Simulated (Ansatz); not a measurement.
Input and command of a plane-wave DFT calculation in Ansatz:

```yaml
crystal:
  lattice:
    - [3.1892799466, -0.0245418244, 0.0094448765]
    - [-1.6158938167, 2.7543110097, -0.0025461153]
    - [0.0846645158, 0.0225267146, 28.5350036133]
  atoms:
    - { symbol: W, position: [0.6849739743, 0.3556432144, 0.6623338414] }
    - { symbol: W, position: [0.2963177032, 0.66236195, 0.8830899239] }
    - { symbol: W, position: [0.3399290225, 0.6730352715, 0.4374114061] }
    - { symbol: S, position: [0.6327730888, 0.2488294943, 0.9405734841] }
    - { symbol: S, position: [0.7096741604, 0.3845132672, 0.4920804753] }
    - { symbol: S, position: [0.3861498754, 0.6828011494, 0.7121668778] }
    - { symbol: S, position: [0.6191007761, 0.3198080881, 0.831020207] }
    - { symbol: S, position: [0.6804408431, 0.3275026004, 0.3819416202] }
    - { symbol: S, position: [0.3668654855, 0.7075846502, 0.6078080724] }
basis:
  ecutwfc: 200
kpoints:
  mp_grid: { grid: [8, 8, 1] }
hamiltonian:
  xc: pbesol
scf:
  occupations: { method: gaussian, width: 0.02 }
output:
  forces: true
  stress: true
  eigenvalues: true
```

```bash
ansatz run input.yaml --threads 2 --pin off --max-ram 5120MiB --backend cpu --events-out ev --progress --plain --runs-dir out
```

Processor: Intel(R) Xeon(R) Processor @ 2.70GHz, 2 threads, on a host shared with other jobs.

Q: Estimate time, memory and problem size.

A: About 8.8 s on 2 threads of Intel(R) Xeon(R) Processor @ 2.70GHz, on a shared host, peak memory 0.41 GiB. It solves 48 bands at 34 k points (the mesh reduced by the symmetry that the task leaves, which can be less than the crystal's) with about 1645 plane waves, in 10 SCF iterations.
